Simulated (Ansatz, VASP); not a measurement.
Sr in VASP and in Ansatz

```xyz
1
Lattice="-1.8322 1.8322 1.8322 1.8322 -1.8322 1.8322 1.8322 1.8322 -1.8322" Properties=species:S:1:pos:R:3 pbc="T T T"
Sr    0.0000    0.0000    0.0000
```

Alike in both runs: functional LDA; k mesh 15 × 15 × 15; occupations fermi-dirac, width 0.05 eV; no spin polarisation.

Ansatz relaxed the structure, and its values are those at the end. VASP's run is a single point on that final structure, the one shown.

```csv
,VASP,Ansatz
version,VASP 6.6.1,Ansatz 0.2.0
potentials or method,"VASP PAW LDA potentials, release 64 (Sr_sv)","PAW with Ansatz's default frozen-core files, scalar-relativistic"
plane-wave cutoff (eV),520,420
valence electrons in the cell,10,10
```

```csv
,VASP,Ansatz,Ansatz less VASP
pressure (GPa),25.3,25.0,-0.30
```

Caveats: so large a pressure means that the cell lies far from this level's equilibrium, or that cutoff or potentials fall short (VASP).
